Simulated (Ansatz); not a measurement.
A single-point run of Ansatz (plane waves, PAW) on AlN in the zincblende structure, with the lines that name the functional removed. The cell was relaxed with r2SCAN and then strained (isotropic -3.0 % on every length), with the atoms relaxed again with r2SCAN; k points keep the names of the unstrained zone.

```cif
data_structure
_symmetry_space_group_name_H-M 'P 1'
_symmetry_Int_Tables_number 1
_cell_length_a 2.9972
_cell_length_b 2.9972
_cell_length_c 2.9972
_cell_angle_alpha 60.000
_cell_angle_beta 60.000
_cell_angle_gamma 60.000
_cell_volume 19.04
loop_
_atom_site_label
_atom_site_type_symbol
_atom_site_fract_x
_atom_site_fract_y
_atom_site_fract_z
_atom_site_occupancy
Al1 Al 0.00000 0.00000 0.00000 1
N1 N 0.25000 0.25000 0.25000 1
```

```
scf.n_extra_bands = 4 over 4 filled bands (N_el = 8.0): the run solves 8 bands
Crystal: 2 atoms, lattice volume = 19.038 Å³
Basis set: ecut = 420 eV, 339 PW (Γ)
Symmetry: 24 space group operations
Space group: F-43m (ITA 216)
k-points: 29 of 512 (time reversal used)
preconditioner: auto → none  [insulator: Δε(μ)=4.602 eV  ℏωp=24.1 eV]
hybrid outer 1: dexx = +2.607e-3 eV, tail = 4.43e-6 eV
hybrid outer 2: dexx = +3.907e-8 eV, tail = 2.04e-8 eV, Δε = 1.60e-3 eV
hybrid SCF converged: 2 outer / 9 inner (+2 warm-up)
Free energy (F): -924.546769 eV
Fermi energy:    6.980600 eV
--- Stress (GPa, compression-positive) ---
       22.143702       0.000000       0.000000
        0.000000      22.143702       0.000000
        0.000000       0.000000      22.143702
  P = ⅓ Tr σ = 22.1437 GPa (221.437 kbar)
--- Band table (eV; the first three rows and the last of 29) ---
  k-point 0: bands = [-10.0049, 6.9806, 6.9806, 6.9806, 13.4386, 22.2603, 22.2603, 22.2603]
  k-point 1: bands = [-9.7366, 5.7242, 6.8940, 6.8940, 14.3922, 21.6678, 22.4549, 22.4549]
  k-point 2: bands = [-8.9962, 3.3397, 6.6992, 6.6992, 15.8016, 20.5893, 21.7998, 21.7998]
  k-point 28: bands = [-6.7098, 2.8116, 2.9312, 3.9270, 14.6677, 20.6435, 21.6476, 22.5207]
```

bands.tsv, columns around the gap (it counts bands from 0):
```tsv
# k_distance	band_0	band_1	band_2	band_3	band_4	band_5	band_6	band_7
# fermi_ev = 6.980600
# [0, 0, 0] at k_distance = 0.000000
# [-0.5, -0.5, 0] at k_distance = 1.482352
# [-0.375, -0.375, 0.25] at k_distance = 2.006442
# [-0.375, 0, 0.375] at k_distance = 2.914194
# [0, 0, 0.5] at k_distance = 3.821945
# [-0.5, -0.25, 0.25] at k_distance = 4.870126
# levels_relative_to = fermi_ev
0.000	-16.985	0.000	0.000	0.000	6.458	15.280	15.280	15.280
1.482	-13.761	-5.595	-2.027	-2.027	4.637	10.696	17.488	19.009
2.006	-13.781	-4.818	-4.173	-1.557	6.724	12.454	16.425	16.982
2.914	-13.781	-4.818	-4.173	-1.557	6.724	12.454	16.425	16.982
3.822	-14.527	-6.722	-0.531	-0.531	9.799	12.314	13.378	13.378
4.870	-13.690	-4.169	-4.049	-3.054	7.687	13.663	14.667	15.540
```
In order the rows are Γ, X, U, K, L, W.

Question: Which functional gave these numbers?
A. Hartree-Fock
B. LC-ωPBE
C. HSE06
D. DDH-PBE0

Answer: C. HSE06. The exchange loop shows exact exchange. The HSE06 gap is indirect, 4.64 eV (Γ to X), below the direct gap of 6.46 eV at Γ. The stress of a hybrid is loosely converged here. The log narrows the family; the member has to be judged from the numbers.

Run as `ansatz run input.yaml --threads 2 --pin off --max-ram 2211MiB --backend cpu --events-out ev --progress --plain --runs-dir out`.

The values are computed, spin-unpolarised, and not measurements.

The meshes of the hybrids are coarse, so their gaps aren't converged to the digits shown.
